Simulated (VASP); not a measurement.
# Bi: convergence, equation of state

Bi, Im-3m (no. 229), 1 atom in the cell. PBE; PAW potentials Bi (PBE set). VASP 6.6.1.

Wanted: equilibrium volume within 0.5 %; bulk modulus within 2.5 %.

What the run is for: choice of potentials; Accuracy asked: standard; Volumes (times the given one): 0.91, 0.94, 0.97, 1, 1.03, 1.06, 1.09.

## Potentials and cutoff

| Potentials and cutoff | Equilibrium volume (Å³/atom) | Bulk modulus (GPa) | Time (s) |
|---|---|---|---|
| Bi_d_GW, ENCUT 450 | 31.5 | 51.43 | 96 |
| Bi_d, ENCUT 450 | 31.5 | 51.38 | 66 |
| Bi, ENCUT 450 | 31.43 | 52.02 | 48 |

## Question

For each series: keep the first row unless others stay within the tolerance and take at least 30 % less time, and then take the fastest.

## Answer

- Potentials and cutoff: Bi, ENCUT 450

## All choices together

| Input | Equilibrium volume (Å³/atom) | Bulk modulus (GPa) | Time (s) |
|---|---|---|---|
| chosen settings | 31.43 | 52.02 | 48 |
| reference settings throughout | 31.5 | 51.43 | 96 |

The tolerance is met.

## The input

INCAR:
```
ALGO = Normal
EDIFF = 1E-7
ENCUT = 450
GGA = PE
GGA_COMPAT = False
ISIF = 2
ISMEAR = 1
LASPH = True
LCHARG = False
LREAL = False
LWAVE = False
NELM = 120
NSW = 0
PREC = Accurate
SIGMA = 0.1
```

KPOINTS:
```
k-points
0
Gamma
  12 12 12
```

POSCAR.step1:
```
Bi
1.0
   -1.9201094344      1.9201094344      1.9201094344
    1.9201094344     -1.9201094344      1.9201094344
    1.9201094344      1.9201094344     -1.9201094344
Bi
1
Direct
    0.0000000000      0.0000000000      0.0000000000
```

POSCAR.step2:
```
Bi
1.0
   -1.9409818243      1.9409818243      1.9409818243
    1.9409818243     -1.9409818243      1.9409818243
    1.9409818243      1.9409818243     -1.9409818243
Bi
1
Direct
    0.0000000000      0.0000000000      0.0000000000
```

POSCAR.step3:
```
Bi
1.0
   -1.9614147135      1.9614147135      1.9614147135
    1.9614147135     -1.9614147135      1.9614147135
    1.9614147135      1.9614147135     -1.9614147135
Bi
1
Direct
    0.0000000000      0.0000000000      0.0000000000
```

POSCAR.step4:
```
Bi
1.0
   -1.9814305318      1.9814305318      1.9814305318
    1.9814305318     -1.9814305318      1.9814305318
    1.9814305318      1.9814305318     -1.9814305318
Bi
1
Direct
    0.0000000000      0.0000000000      0.0000000000
```

POSCAR.step5:
```
Bi
1.0
   -2.0010499318      2.0010499318      2.0010499318
    2.0010499318     -2.0010499318      2.0010499318
    2.0010499318      2.0010499318     -2.0010499318
Bi
1
Direct
    0.0000000000      0.0000000000      0.0000000000
```

POSCAR.step6:
```
Bi
1.0
   -2.0202919770      2.0202919770      2.0202919770
    2.0202919770     -2.0202919770      2.0202919770
    2.0202919770      2.0202919770     -2.0202919770
Bi
1
Direct
    0.0000000000      0.0000000000      0.0000000000
```

POSCAR.step7:
```
Bi
1.0
   -2.0391743048      2.0391743048      2.0391743048
    2.0391743048     -2.0391743048      2.0391743048
    2.0391743048      2.0391743048     -2.0391743048
Bi
1
Direct
    0.0000000000      0.0000000000      0.0000000000
```

Commands (each step's output is kept before the next begins):
```
cat potpaw_PBE.64/Bi/POTCAR > POTCAR
cp POSCAR.step1 POSCAR
mpirun -np 1 vasp_std > vasp.out
cp POSCAR.step2 POSCAR
mpirun -np 1 vasp_std > vasp.out
cp POSCAR.step3 POSCAR
mpirun -np 1 vasp_std > vasp.out
cp POSCAR.step4 POSCAR
mpirun -np 1 vasp_std > vasp.out
cp POSCAR.step5 POSCAR
mpirun -np 1 vasp_std > vasp.out
cp POSCAR.step6 POSCAR
mpirun -np 1 vasp_std > vasp.out
cp POSCAR.step7 POSCAR
mpirun -np 1 vasp_std > vasp.out
```

Limits: Total energies under different potentials can't be compared; the cell and the gap can.

The chosen input took VASP 6.6.1 48 s on 1 core (Intel Xeon Platinum 8488C (Sapphire Rapids)), a shared host.
